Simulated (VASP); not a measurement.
A run of VASP 6.6.1 is set up as follows.

Contents of INCAR:

```
SYSTEM = AlP
ALGO     = Normal         ! electronic algorithm
EDIFF    = 1E-6           ! SCF threshold, eV
EDIFFG   = -0.01          ! ionic threshold
ENCUT    = 300            ! plane-wave cutoff, eV
GGA      = PE             ! functional
IBRION   = 2              ! ionic algorithm
ISIF     = 3              ! what is computed and relaxed
ISMEAR   = 0              ! smearing method
LASPH    = .TRUE.         ! aspherical terms in the spheres
LCHARG   = .FALSE.        ! write CHGCAR
LREAL    = .FALSE.        ! projectors in reciprocal space
LWAVE    = .FALSE.        ! write WAVECAR
NELM     = 80             ! most SCF steps
NSW      = 90             ! ionic steps
PREC     = Accurate       ! precision mode
SIGMA    = 0.03           ! smearing width, eV
```

Contents of KPOINTS:

```
k-points
0
G
  4 4 4
  0 0 0
```

File POSCAR:

```
AlP
1.0
    0.0000000000      2.7255000000      2.7255000000
    2.7255000000      0.0000000000      2.7255000000
    2.7255000000      2.7255000000      0.0000000000
Al P
1 1
Direct
    0.0000000000      0.0000000000      0.0000000000
    0.2500000000      0.2500000000      0.2500000000
```

Potentials or basis: VASP PAW PBE potentials, release 64 (Al, P).

Command:

```sh
$ cat potpaw_PBE.64/Al/POTCAR potpaw_PBE.64/P/POTCAR > POTCAR
$ mpirun -np 1 vasp_std > vasp.out
```

Estimate the relaxed volume.

20.92 Å³/atom.

Predict the band gap on the k mesh.

1.61 eV, indirect (least direct gap 3.06 eV).

Estimate the space group after relaxing (to 0.05 Å).

F-43m (No. 216).

Estimate the relaxed cell.

a = 3.897 Å, b = 3.897 Å, c = 3.897 Å, α = 60.00°, β = 60.00°, γ = 60.00°.

Final structure:
```
Al P
1.0
     0.00000    2.75562    2.75562
     2.75562    0.00000    2.75562
     2.75562    2.75562    0.00000
Al P
1 1
Direct
  0.00000 0.00000 0.00000
  0.25000 0.25000 0.25000
```

Caveat: the k mesh is coarse (spacing up to 0.50 Å⁻¹), so the values aren't converged; the cutoff is under 1.25 times the usual one of these potentials, so pressure, stress and relaxed cells hold a basis-set (Pulay) error. A k mesh can miss the band edges.
